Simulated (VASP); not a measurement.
A run of VASP 6.6.1 is set up as follows.

The input INCAR:

```
SYSTEM = Nb7C8
PREC = Accurate ; ENCUT = 520
EDIFF = 1E-6 ; ISMEAR = -1
SIGMA = 0.05 ; LREAL = Auto
LASPH = .TRUE. ; NELM = 80
ALGO = Fast ; ISIF = 2
LWAVE = .FALSE. ; LCHARG = .FALSE.
GGA = PE ; NBANDS = 74
```

File KPOINTS:

```
regular mesh
0
G
  3 3 3
  0 0 0
```

Contents of POSCAR:

```
Nb7C8
1.0
    0.0000000000      4.4803686200      4.4803686200
    4.4803686200      0.0000000000      4.4803686200
    4.4803686200      4.4803686200      0.0000000000
Nb C
7 8
Direct
    0.0221554315      0.0070825646     -0.0140822118
   -0.0227052746     -0.0080076001      0.5158921500
   -0.0002747542      0.4995379153     -0.0010407626
   -0.0002758702      0.4995365761      0.5046008915
    0.4997246186     -0.0004603416      0.3817709312
    0.5072609405      0.5219753548     -0.0140805379
    0.4921875156      0.4771025961      0.5158918152
    0.2162664687      0.2830118697      0.2460684809
    0.2466355101      0.2526254190      0.7488136099
    0.2527956059      0.7526111769      0.2573021547
    0.2576205437      0.7574352219      0.7331419083
    0.7418290283      0.2416416130      0.2489345397
    0.7466547473      0.2464677784      0.7634444373
    0.7831844425      0.7160671972      0.2460817610
    0.7528152896      0.7464515275      0.7488113779
```

Potentials or basis: VASP PAW PBE potentials, release 64 (Nb_sv, C).

The run is started by

```sh
$ cat potpaw_PBE.64/Nb_sv/POTCAR potpaw_PBE.64/C/POTCAR > POTCAR
$ mpirun -np 1 vasp_std > vasp.out
```

(1) What does it give for the pressure?

(2) Estimate the largest force.

## Answers

(1) 1.2 GPa.

(2) 4.542 eV/Å.

Caveat: the k mesh is coarse (spacing up to 0.40 Å⁻¹), so the values aren't converged.
